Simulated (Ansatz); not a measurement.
# HfN/SiC/Hf: conductance against the thickness of the layer, part 2 of 5

Wanted: T(E), the conductance and its decay constant for HfN/SiC/Hf. The lower electrode is HfN rock salt(111), the upper one Hf hcp(0001); the barrier is SiC wurtzite(0001) (whole bilayers). In the first transport cell, after relaxation, the nearest pair of electrode and barrier is Hf–C at 2.21 Å, along the normal, at the lower face and Hf–Si at 2.88 Å, along the normal, at the upper one. All share a net of side 3.09 Å, which strains the lower electrode by -3.5 %, the upper one by -3.4 % and the barrier by +0.0 %, against typed lattice constants near PBE's. The first steps treat the bulk electrodes alone.

Ansatz 0.2.0; PBE DFT, plane waves, PAW files (the session's first sound run).

So far: The starting structure; The strained electrode, 6 atoms, electrode HfN rock salt(111).

## 3. Layer spacing of the electrode, 2 atoms, electrode Hf hcp(0001)

System of this step: Hf. It takes space group P6_3/mmc (No. 194, hexagonal). The conventional cell has a = 3.090 Å, b = 3.090 Å, c = 5.172 Å, α = 90.00°, β = 90.00°, γ = 120.00°. Nearest to Hf lie 12 Hf at 3.09 to 3.14 Å.

The electrode is held to the junction's net and relaxed along the normal; its spacing is used for the ideal lead layers.

Input file input.yaml:

```yaml
crystal:
  lattice:
    - [3.09, 0.0, 0.0]
    - [-1.545, 2.6760184977, 0.0]
    - [0.0, 0.0, 5.171515625]
  atoms:
    - { symbol: Hf, position: [0.0, 0.0, 0.0] }
    - { symbol: Hf, position: [0.3333333333, 0.6666666667, 0.5] }
kpoints:
  mp_grid: { grid: [12, 12, 6] }
scf:
  occupations: { method: fermi_dirac, width: 0.1 }
  max_iter: 150
hamiltonian:
  xc: pbe
relax:
  f_tol: 0.01
  max_steps: 40
  cell: { fix: [a, b, angles] }
```

Launch:

```sh
$ ansatz run input.yaml --threads 4 --pin off --max-ram 12288MiB --backend cpu --events-out ev --progress --plain --runs-dir out
```

Numbers of over 12 decimals in the logs are rounded to 6 here.

What it wrote:

```text
[...]
Crystal: 2 atoms, lattice volume = 42.763 Å³
Basis set: ecut = 420 eV, 809 PW (Γ), exchange–correlation on 48×48×72 points (8 copies of the dense FFT grid, shifted against one another)
Bands: 32, of which v1, the nominal top of the filled ones, is band 26 counted from 1 (25 counted from 0)
Symmetry: 24 space group operations
[...]
k-points: 76 of 864
[...]
SCF iter   1: F=—  HF=-31442.672444 eV  |F-HF|=—  |Δ(HF+E_count)|=         —  Δρ=3.05e-3  dr2=1.90e-3  ethr=1.77e-3  ⟨swp⟩=4.4  Hψ=8012  notcnv=0
[...]
SCF iter   6: F=-31442.672642 eV  HF=-31442.672642 eV  |F-HF|=5.09e-11  |Δ(HF+E_count)|=   3.20e-7  Δρ=1.24e-5  dr2=3.45e-8  ethr=1.92e-10  ⟨swp⟩=5.1  Hψ=9598  notcnv=0
SCF 1 converged in 6 iterations: F = -31442.672642 eV  dr2 = 3.45e-8
[...]
relax step   1: F+E_penalty+E_count = -31442.67264250 eV  Δ(F+E_penalty+E_count) = +0.000e0 eV  max|allowed force component| = 1.758e-16 eV/Å  Δτ_max = 0.0000 Å  P = +6.156 GPa  Ω = 42.763 Å³  fix = [a, b, alpha, beta, gamma]  reactions: a +8.545, b +8.545 GPa  (6 SCF iters, dr2 threshold 1.00e-7 eV, accepted)
Crystal: 2 atoms, lattice volume = 43.313 Å³
Basis set: ecut = 420 eV, 845 PW (Γ), exchange–correlation on 48×48×72 points (8 copies of the dense FFT grid, shifted against one another)
[...]
SCF iter   5: F=-31442.672828 eV  HF=-31442.672828 eV  |F-HF|=5.02e-10  |Δ(HF+E_count)|=   3.72e-7  Δρ=9.71e-6  dr2=2.69e-8  ethr=3.85e-10  ⟨swp⟩=4.5  Hψ=9114  notcnv=0
SCF 2 converged in 5 iterations: F = -31442.672828 eV  dr2 = 2.69e-8
relax step   2: F+E_penalty+E_count = -31442.67282755 eV  Δ(F+E_penalty+E_count) = -1.851e-4 eV  max|allowed force component| = 1.573e-16 eV/Å  Δτ_max = 0.0000 Å  P = +4.602 GPa  Ω = 43.313 Å³  energy of the carried Pulay correction = -1.639e-4 eV  fix = [a, b, alpha, beta, gamma]  reactions: a +7.471, b +7.471 GPa  (5 SCF iters, dr2 threshold 2.00e-7 eV, accepted)
Crystal: 2 atoms, lattice volume = 43.064 Å³
[...]
SCF iter   5: F=-31442.673811 eV  HF=-31442.673811 eV  |F-HF|=8.26e-10  |Δ(HF+E_count)|=   7.82e-8  Δρ=4.78e-6  dr2=5.90e-9  ethr=3.85e-10  ⟨swp⟩=4.2  Hψ=8877  notcnv=0
SCF 3 converged in 5 iterations: F = -31442.673811 eV  dr2 = 5.90e-9
relax step   3: F+E_penalty+E_count = -31442.67381057 eV  Δ(F+E_penalty+E_count) = -9.830e-4 eV  max|allowed force component| = 1.203e-16 eV/Å  Δτ_max = 0.0000 Å  P = +5.291 GPa  Ω = 43.064 Å³  energy of the carried Pulay correction = -9.013e-5 eV  fix = [a, b, alpha, beta, gamma]  reactions: a +7.951, b +7.951 GPa  (5 SCF iters, dr2 threshold 2.00e-7 eV, accepted)
[...]
SCF iter   5: F=-31442.673905 eV  HF=-31442.673905 eV  |F-HF|=3.64e-12  |Δ(HF+E_count)|=  2.91e-11  Δρ=8.59e-8  dr2=2.42e-12  ethr=1.00e-12  ⟨swp⟩=5.3  Hψ=12684  notcnv=0
SCF 4 converged in 5 iterations: F = -31442.673905 eV  dr2 = 2.42e-12
relax step   4: F+E_penalty+E_count = -31442.67390521 eV  Δ(F+E_penalty+E_count) = -9.464e-5 eV  max|allowed force component| = 1.110e-16 eV/Å  Δτ_max = 0.0000 Å  P = +5.291 GPa  Ω = 43.064 Å³  fix = [a, b, alpha, beta, gamma]  reactions: a +7.951, b +7.951 GPa  stress off target by 2.86e-2 GPa on what of the cell is left free  SCF on the basis re-selected at this cell (its energy is not comparable with the rows above)  (5 SCF iters)
[...]
SCF converged after 5 iterations
Free energy (F): -31442.673905 eV
[...]
Internal energy: -31442.614023 eV  (E = F + TS)
E sigma→0 (E₀):  -31442.643964 eV
Entropy (-TS):   -0.059882 eV (-29.941 meV/atom)
Fermi energy:    20.709388 eV
[...]
--- Stress (GPa, compression-positive) ---
        7.950622       0.000000       0.000000
        0.000000       7.950622       0.000000
        0.000000       0.000000      -0.028617
  P = ⅓ Tr σ = 5.2909 GPa (52.909 kbar)
--- Relaxed structure (3 steps of the walk, 3 accepted, 1 SCFs on fresh bases) ---
[...]
cell:  # Å, volume = 43.0643 Å³
    - [3.090000, 0, 0.0]
    - [-1.545000, 2.676018, 0.0]
    - [0.0, 0.0, 5.207982747716]
  atoms:
    - { symbol: Hf, position: [9.251858539620026e-18, -5.0885221963063406e-17, 0.0] }
    - { symbol: Hf, position: [0.333333, 0.666667, 0.5] }
```

Run time: 3.8 s. Hardware: 4 threads of Arm Neoverse V2, shared host; peak memory 0.4 GiB.

Relaxation path:

| step | energy less that of the first step (eV) | largest force component (eV/Å) | pressure (GPa) | volume (Å³) |
| --- | --- | --- | --- | --- |
| 1 | 0.0000 | 0.0000 | 6.16 | 42.76 |
| 2 | -0.0002 | 0.0000 | 4.60 | 43.31 |
| 3 | -0.0012 | 0.0000 | 5.29 | 43.06 |
| 4* | -0.0013 | 0.0000 | 5.29 | 43.06 |

Relaxation steps marked * repeat the geometry before them on a plane-wave basis chosen anew for their cell, so energy and pressure can jump there.

The run keeps the 24 symmetry operations that it works with, so distortions that break them were not tested.

| conventional cell, symmetrised | before | after | change |
| --- | --- | --- | --- |
| a (Å) | 3.090 | 3.090 | +0.0 % |
| b (Å) | 3.090 | 3.090 | +0.0 % |
| c (Å) | 5.172 | 5.208 | +0.7 % |
| volume (Å³/atom) | 21.38 | 21.53 | +0.7 % |

The relaxed structure:

```xyz
2
Lattice="3.0900 0.0000 0.0000 -1.5450 2.6760 0.0000 0.0000 0.0000 5.2080" Properties=species:S:1:pos:R:3 pbc="T T T"
Hf    0.0000    0.0000    0.0000
Hf    0.0000    1.7840    2.6040
```

Numbers from this step:

* free energy: -31442.6739 eV
* Fermi energy: 20.71 eV
* pressure: 5.291 GPa

The cell grew by 0.7 % in volume.

## 4. Relaxing the interfaces

System of this step: HfN/SiC/Hf. The cell holds 16 atoms: 2 N, 6 Hf, 4 C and 4 Si. Its edges and angles: a = 3.090 Å, b = 3.090 Å, c = 41.476 Å, α = 90.0°, β = 90.0°, γ = 120.0°. Vacuum lies along c.

Tunnelling depends exponentially on distance, so the interfaces are relaxed first. A short slab in vacuum serves: only the barrier and the layers next to it are taken over, and later cells can add or drop layers in the barrier's middle. The dipole correction removes the field that unlike faces would set up across the vacuum.

Input file input.yaml:

```yaml
crystal:
  lattice:
    - [3.09, 0.0, 0.0]
    - [-1.545, 2.6760184977, 0.0]
    - [0.0, 0.0, 41.4760219152]
  atoms:
    - { symbol: "N", position: [0.0, 0.0, 0.192882529] }
    - { symbol: Hf, position: [0.33333333, 0.66666667, 0.2251914655] }
    - { symbol: "N", position: [0.66666667, 0.33333333, 0.257500402] }
    - { symbol: Hf, position: [0.0, 0.0, 0.2898093386] }
    - { symbol: C, position: [0.0, 0.0, 0.3515317479] }
    - { symbol: Si, position: [0.33333333, 0.66666667, 0.3665671821] }
    - { symbol: C, position: [0.33333333, 0.66666667, 0.4126513992] }
    - { symbol: Si, position: [0.0, 0.0, 0.4276868335] }
    - { symbol: C, position: [0.0, 0.0, 0.4737710506] }
    - { symbol: Si, position: [0.33333333, 0.66666667, 0.4888064848] }
    - { symbol: C, position: [0.33333333, 0.66666667, 0.534890702] }
    - { symbol: Si, position: [0.0, 0.0, 0.5499261362] }
    - { symbol: Hf, position: [0.0, 0.0, 0.6200871561] }
    - { symbol: Hf, position: [0.33333333, 0.66666667, 0.6824305944] }
    - { symbol: Hf, position: [0.0, 0.0, 0.7447740327] }
    - { symbol: Hf, position: [0.33333333, 0.66666667, 0.807117471] }
kpoints:
  mp_grid: { grid: [8, 8, 1] }
scf:
  occupations: { method: fermi_dirac, width: 0.1 }
  max_iter: 150
hamiltonian:
  xc: pbe
efield:
  axis: 3
  dipole_correction: true
relax:
  f_tol: 0.04
  max_steps: 60
output:
  forces: true
```

What it wrote:

```text
[...]
Crystal: 16 atoms, lattice volume = 342.961 Å³
Basis set: ecut = 420 eV, 6631 PW (Γ), exchange–correlation on 48×48×576 points (8 copies of the dense FFT grid, shifted against one another)
Bands: 119, of which v1, the nominal top of the filled ones, is band 99 counted from 1 (98 counted from 0)
Symmetry: 6 space group operations
[...]
k-points: 10 of 64 (time reversal used)
[...]
SCF iter   1: F=—  HF=-98644.357815 eV  |F-HF|=—  |Δ(HF+E_count)|=         —  Δρ=1.45e-2  dr2=7.74e1  ethr=1.77e-3  p=0.200 e·Å  D=1.05e-1 V/Å  ΔV_dip=-4.37 eV  dr2_dipole=8.34e1  V_vac-E_F(+/−)=4.30/8.65 eV  ⟨swp⟩=7.1  Hψ=5083  notcnv=0  defer=18
efield: sawtooth ramp at fractional position 0.9500 (placed from the atoms, in the widest stretch of the axis that holds none; the zero of the levels goes with the place), width 0.1000; the density the first Hamiltonian is built on has a dipole p = 0.200 e·Å; the dipole correction subtracts the counter field D = 1.05e-1 V/Å, which shifts the + side's vacuum level by -4.37 eV against the − side's; the planar-averaged density in the ramp window peaks in size at 2.6e-4 e/Å³
[...]
SCF iter   2: F=—  HF=-98643.982937 eV  |F-HF|=—  |Δ(HF+E_count)|=   3.75e-1  Δρ=6.60e-3  dr2=6.92e-1  ethr=1.77e-3  p=0.167 e·Å  D=8.83e-2 V/Å  ΔV_dip=-3.66 eV  dr2_dipole=6.02e-1  V_vac-E_F(+/−)=4.40/8.06 eV  ⟨swp⟩=2.2  Hψ=1483  notcnv=0  defer=48
[...]
SCF iter   8: F=-98643.965682 eV  HF=-98643.965720 eV  |F-HF|=3.80e-5  |Δ(HF+E_count)|=   2.03e-6  Δρ=1.99e-5  dr2=2.18e-5  ethr=2.02e-8  p=0.173 e·Å  D=9.14e-2 V/Å  ΔV_dip=-3.79 eV  dr2_dipole=1.81e-5  V_vac-E_F(+/−)=4.40/8.19 eV  ⟨swp⟩=5.1  Hψ=4590  notcnv=0
WARN: efield: at this solve's end the planar-averaged density reaches 2.79e-5 e/Å³ inside the ramp window [0.9259, 0.0741] (bound 1e-5 e/Å³); the window's nearer edge stands 4.93 Å from this solve's nearest atom along the axis. Its work functions, free energy, forces, stress, dipole, levels and responses can be off, and this figure does not tell by how much. A short vacuum, a low `basis.ecutwfc` or `basis.ecutrho_ratio` and negative occupations (`scf.occupations.method`) can put density there. See the manual's quickstart, § The vacuum guard
SCF 1 converged in 8 iterations: F = -98643.965682 eV  dr2 = 2.18e-5
[...]
relax step   1: F+E_penalty+E_count = -98643.96568203 eV  Δ(F+E_penalty+E_count) = +0.000e0 eV  max|allowed force component| = 5.663e0 eV/Å  Δτ_max = 0.0000 Å  (8 SCF iters, dr2 threshold 4.00e-5 eV, accepted)
[...]
SCF iter   1: F=—  HF=-98645.833612 eV  |F-HF|=—  |Δ(HF+E_count)|=         —  Δρ=2.03e-2  dr2=1.35e1  ethr=3.10e-3  p=0.173 e·Å  D=9.14e-2 V/Å  ΔV_dip=-3.79 eV  dr2_dipole=1.44e1  V_vac-E_F(+/−)=4.46/8.26 eV  ⟨swp⟩=4.8  Hψ=3598  notcnv=0  defer=22
efield: sawtooth ramp at fractional position 0.9500 (handed on by an earlier solve), width 0.1000; the density the first Hamiltonian is built on has a dipole p = 0.173 e·Å; the dipole correction subtracts the counter field D = 9.14e-2 V/Å, which shifts the + side's vacuum level by -3.79 eV against the − side's; the planar-averaged density in the ramp window peaks in size at 2.5e-5 e/Å³
[...]
SCF iter   2: F=—  HF=-98645.527868 eV  |F-HF|=—  |Δ(HF+E_count)|=   3.06e-1  Δρ=1.21e-2  dr2=4.08e0  ethr=3.10e-3  p=0.127 e·Å  D=6.69e-2 V/Å  ΔV_dip=-2.78 eV  dr2_dipole=3.78e0  V_vac-E_F(+/−)=4.35/7.12 eV  ⟨swp⟩=2.7  Hψ=2212  notcnv=0  defer=41
[...]
SCF iter   8: F=-98645.399547 eV  HF=-98645.399564 eV  |F-HF|=1.68e-5  |Δ(HF+E_count)|=   3.86e-5  Δρ=3.14e-5  dr2=1.14e-5  ethr=5.05e-8  p=0.154 e·Å  D=8.13e-2 V/Å  ΔV_dip=-3.37 eV  dr2_dipole=9.45e-6  V_vac-E_F(+/−)=4.42/7.80 eV  ⟨swp⟩=4.0  Hψ=5585  notcnv=0
[...]
SCF 2 converged in 8 iterations: F = -98645.399547 eV  dr2 = 1.14e-5
[...]
relax step   2: F+E_penalty+E_count = -98645.39954726 eV  Δ(F+E_penalty+E_count) = -1.434e0 eV  max|allowed force component| = 1.827e0 eV/Å  Δτ_max = 0.1942 Å  (8 SCF iters, dr2 threshold 1.00e-4 eV, accepted)
[...]
SCF iter   9: F=-98645.755447 eV  HF=-98645.755456 eV  |F-HF|=8.81e-6  |Δ(HF+E_count)|=   7.91e-6  Δρ=3.11e-5  dr2=1.30e-5  ethr=5.05e-8  p=0.122 e·Å  D=6.45e-2 V/Å  ΔV_dip=-2.68 eV  dr2_dipole=5.45e-7  V_vac-E_F(+/−)=4.42/7.10 eV  ⟨swp⟩=3.8  Hψ=5127  notcnv=0
[...]
SCF 3 converged in 9 iterations: F = -98645.755447 eV  dr2 = 1.30e-5
relax step   3: F+E_penalty+E_count = -98645.75544725 eV  Δ(F+E_penalty+E_count) = -3.559e-1 eV  max|allowed force component| = 9.498e-1 eV/Å  Δτ_max = 0.1946 Å  (9 SCF iters, dr2 threshold 1.00e-4 eV, accepted)
[...]
relax step   4: F+E_penalty+E_count = -98645.83401937 eV  Δ(F+E_penalty+E_count) = -7.857e-2 eV  max|allowed force component| = 3.217e-1 eV/Å  Δτ_max = 0.1868 Å  (8 SCF iters, dr2 threshold 9.39e-5 eV, accepted)
[...]
relax step   5: F+E_penalty+E_count = -98645.83793693 eV  Δ(F+E_penalty+E_count) = -3.918e-3 eV  max|allowed force component| = 2.138e-1 eV/Å  Δτ_max = 0.0502 Å  (7 SCF iters, dr2 threshold 1.19e-5 eV, accepted)
[...]
relax step   6: F+E_penalty+E_count = -98645.84021661 eV  Δ(F+E_penalty+E_count) = -2.280e-3 eV  max|allowed force component| = 1.565e-1 eV/Å  Δτ_max = 0.0385 Å  (7 SCF iters, dr2 threshold 5.25e-6 eV, accepted)
[...]
relax step   7: F+E_penalty+E_count = -98645.84148882 eV  Δ(F+E_penalty+E_count) = -1.272e-3 eV  max|allowed force component| = 2.576e-2 eV/Å  Δτ_max = 0.0121 Å  (6 SCF iters, dr2 threshold 1.08e-5 eV, accepted)
[...]
SCF iter   5: F=-98645.841499 eV  HF=-98645.841500 eV  |F-HF|=9.73e-8  |Δ(HF+E_count)|=   1.40e-8  Δρ=1.14e-6  dr2=5.81e-8  ethr=5.05e-11  p=0.106 e·Å  D=5.60e-2 V/Å  ΔV_dip=-2.32 eV  dr2_dipole=4.88e-8  V_vac-E_F(+/−)=4.42/6.75 eV  ⟨swp⟩=4.1  Hψ=3761  notcnv=0
[...]
SCF 8 converged in 5 iterations: F = -98645.841499 eV  dr2 = 5.81e-8
relax step   8: F+E_penalty+E_count = -98645.84149940 eV  Δ(F+E_penalty+E_count) = -1.058e-5 eV  max|allowed force component| = 2.584e-2 eV/Å  Δτ_max = 0.0000 Å  (5 SCF iters, accepted)
SCF converged after 5 iterations
Free energy (F): -98645.841499 eV
[...]
Internal energy: -98645.547492 eV  (E = F + TS)
E sigma→0 (E₀):  -98645.694496 eV
Entropy (-TS):   -0.294007 eV (-18.375 meV/atom)
Fermi energy:    8.624173 eV
Dipole field:    D = 0.056259 V/Å  (p = 0.106628 e·Å, saw-weighted, corrected)
Work function:   Φ+ = 4.4191 eV   Φ− = 6.7528 eV
Levels:          The Fermi level and band energies are counted from a zero that moves with the ramp; work functions are not
Vacuum region:   at the solve's end the planar-averaged density reaches 1.85e-5 e/Å³ inside the ramp window [0.9259, 0.0741] (bound 1e-5 e/Å³)
[...]
--- Forces (eV/Å), atoms counted from 1 ---
  atom   1  N      0.00000000    -0.00000000     0.00292050
  atom   2  Hf     0.00000000     0.00000000    -0.00827431
  atom   3  N      0.00000000    -0.00000000    -0.00455146
  atom   4  Hf     0.00000000     0.00000000     0.01792406
  atom   5  C      0.00000000    -0.00000000    -0.01682412
  atom   6  Si     0.00000000     0.00000000     0.02584305
  atom   7  C     -0.00000000     0.00000000    -0.02580732
  atom   8  Si     0.00000000    -0.00000000     0.02192213
  atom   9  C      0.00000000    -0.00000000    -0.02147387
  atom  10  Si     0.00000000     0.00000000     0.01799206
  atom  11  C      0.00000000     0.00000000    -0.01555580
  atom  12  Si     0.00000000    -0.00000000     0.00762898
  atom  13  Hf     0.00000000    -0.00000000    -0.00049082
  atom  14  Hf     0.00000000     0.00000000    -0.00063116
  atom  15  Hf     0.00000000    -0.00000000     0.00135029
  atom  16  Hf     0.00000000     0.00000000    -0.00194793
  max |Σ_I F_I| component: 2.43e-5 eV/Å
--- Relaxed structure (8 steps of the walk, 8 accepted, 0 SCFs on fresh bases) ---
  F+E_penalty+E_count = -98645.84149940 eV   max|allowed force component| = 2.584e-2 eV/Å
  atoms:
    - { symbol: N, position: [6.13359254421752e-17, 3.4694469519541534e-18, 0.205677] }
    - { symbol: Hf, position: [0.333333, 0.666667, 0.227216] }
    - { symbol: N, position: [0.666667, 0.333333, 0.267153] }
    - { symbol: Hf, position: [5.03108569254006e-17, 3.469446951955333e-18, 0.296196] }
    - { symbol: C, position: [3.576642693947912e-17, 3.469446951953542e-18, 0.349466] }
    - { symbol: Si, position: [0.333333, 0.666667, 0.363647] }
    - { symbol: C, position: [0.333333, 0.666667, 0.410177] }
    - { symbol: Si, position: [3.4762984882805014e-17, 3.469446951953525e-18, 0.425038] }
    - { symbol: C, position: [3.498622177870822e-17, 3.4694469519535387e-18, 0.471252] }
    - { symbol: Si, position: [0.333333, 0.666667, 0.486279] }
    - { symbol: C, position: [0.333333, 0.666667, 0.532488] }
    - { symbol: Si, position: [3.6170696136206964e-17, 3.4694469519535425e-18, 0.548096] }
    - { symbol: Hf, position: [3.482503728556464e-17, 3.4694469519535414e-18, 0.617475] }
    - { symbol: Hf, position: [0.333333, 0.666667, 0.679421] }
    - { symbol: Hf, position: [3.691678942611368e-17, 3.4694469519535495e-18, 0.743377] }
    - { symbol: Hf, position: [0.333333, 0.666667, 0.802664] }
```

Run time: 66 s. Hardware: 4 threads; peak memory 1.2 GiB.

Relaxation path:

| step | energy less that of the first step (eV) | largest force component (eV/Å) |
| --- | --- | --- |
| 1 | 0.0000 | 5.6631 |
| 2 | -1.4339 | 1.8270 |
| 3 | -1.7898 | 0.9498 |
| 4 | -1.8683 | 0.3217 |
| 5 | -1.8723 | 0.2138 |
| 6 | -1.8745 | 0.1565 |
| 7 | -1.8758 | 0.0258 |
| 8 | -1.8758 | 0.0258 |

The run keeps the 6 symmetry operations that it works with, so distortions that break them were not tested.

The atoms that moved most (Å):

| atom | dx | dy | dz | length |
| --- | --- | --- | --- | --- |
| N1 | 0.000 | 0.000 | 0.531 | 0.531 |
| N3 | 0.000 | 0.000 | 0.400 | 0.400 |
| Hf4 | 0.000 | 0.000 | 0.265 | 0.265 |
| Hf16 | 0.000 | 0.000 | -0.185 | 0.185 |
| Hf14 | 0.000 | 0.000 | -0.125 | 0.125 |
| Si6 | 0.000 | 0.000 | -0.121 | 0.121 |
| Si8 | 0.000 | 0.000 | -0.110 | 0.110 |
| Hf13 | 0.000 | 0.000 | -0.108 | 0.108 |

The relaxed structure:

```cif
data_structure
_symmetry_space_group_name_H-M 'P 1'
_symmetry_Int_Tables_number 1
_cell_length_a 3.0900
_cell_length_b 3.0900
_cell_length_c 41.4760
_cell_angle_alpha 90.000
_cell_angle_beta 90.000
_cell_angle_gamma 120.000
_cell_volume 342.96
loop_
_atom_site_label
_atom_site_type_symbol
_atom_site_fract_x
_atom_site_fract_y
_atom_site_fract_z
_atom_site_occupancy
N1 N 0.00000 0.00000 0.20568 1
Hf2 Hf 0.33333 0.66667 0.22722 1
N3 N 0.66667 0.33333 0.26715 1
Hf4 Hf 0.00000 0.00000 0.29620 1
C5 C 0.00000 0.00000 0.34947 1
Si6 Si 0.33333 0.66667 0.36365 1
C7 C 0.33333 0.66667 0.41018 1
Si8 Si 0.00000 0.00000 0.42504 1
C9 C 0.00000 0.00000 0.47125 1
Si10 Si 0.33333 0.66667 0.48628 1
C11 C 0.33333 0.66667 0.53249 1
Si12 Si 0.00000 0.00000 0.54810 1
Hf13 Hf 0.00000 0.00000 0.61747 1
Hf14 Hf 0.33333 0.66667 0.67942 1
Hf15 Hf 0.00000 0.00000 0.74338 1
Hf16 Hf 0.33333 0.66667 0.80266 1
```

This step gave:

```
free energy  : -98645.8415 eV
Fermi energy : 8.624 eV
```

The largest force component on a free atom ends at 0.026 eV/Å. At one or more of this run's solves the program warned of density in the dipole ramp over its bound, where dipole, forces and levels can be off.

(Continued in part 3 of 5.)

[Logs are printed without paths, hosts, clocks, repeated set-up lines and the standing remarks that a program may print on its own settings, such as how far it seeks lower states.]

[Hosts, paths, dates, database ids (printed as entryN), source tags and the programs' standing remarks are cut or masked in the printed files.]
